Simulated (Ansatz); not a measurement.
# ScAl3: do energies and stresses tell the same story?

The calculation used DFT PBE, scalar-relativistic, plane waves, PAW in Ansatz 0.2.0.

Plane waves to 420 eV, a k mesh through Γ of 10×10×10 on the computed 4-atom cell and Gaussian smearing (0.10 eV); no spin polarisation.

Relaxed cell: Pm-3m, a = 4.105 Å, b = 4.105 Å, c = 4.105 Å, α = 90.00°, β = 90.00°, γ = 90.00°, 4 atoms in the primitive cell. Whether it is the stable form of this composition wasn't checked.

Energies at zero smearing and pressures from the stress tensor, at volumes with shape and atoms relaxed:
```
V (Å³/atom) E − E(first) (meV/atom) P (GPa)
     16.260                     0.00     6.07
     16.779                   -14.15     2.80
     17.298                   -18.45    -0.01
     17.816                   -14.32    -2.41
     18.335                    -3.03    -4.45
```

Q: Check P = −dE/dV between neighbouring volumes, and get the bulk modulus from the pressures alone.

A: With 1 eV/Å³ = 160.2 GPa:
| middle V (Å³/atom) | −ΔE/ΔV (GPa) | mean P (GPa) |
| --- | --- | --- |
| 16.519 | 4.369 | 4.435 |
| 17.038 | 1.327 | 1.394 |
| 17.557 | -1.276 | -1.208 |
| 18.076 | -3.486 | -3.427 |

The two differ by 0.07 GPa at most. The mean of two end pressures misses the average over a step by about ΔV² P″/12, up to 0.04 GPa here; with that taken off 0.04 GPa remains. The stress is the derivative of the free energy, not of the energy at zero smearing, and with free energies 0.00 GPa remains. Around V = 17.298 Å³/atom, the two neighbours give B = −V ΔP/ΔV = 17.298 × 5.20 / 1.038 = 86.7 GPa, against B0 = 86.6 GPa from the Birch–Murnaghan fit of the energies.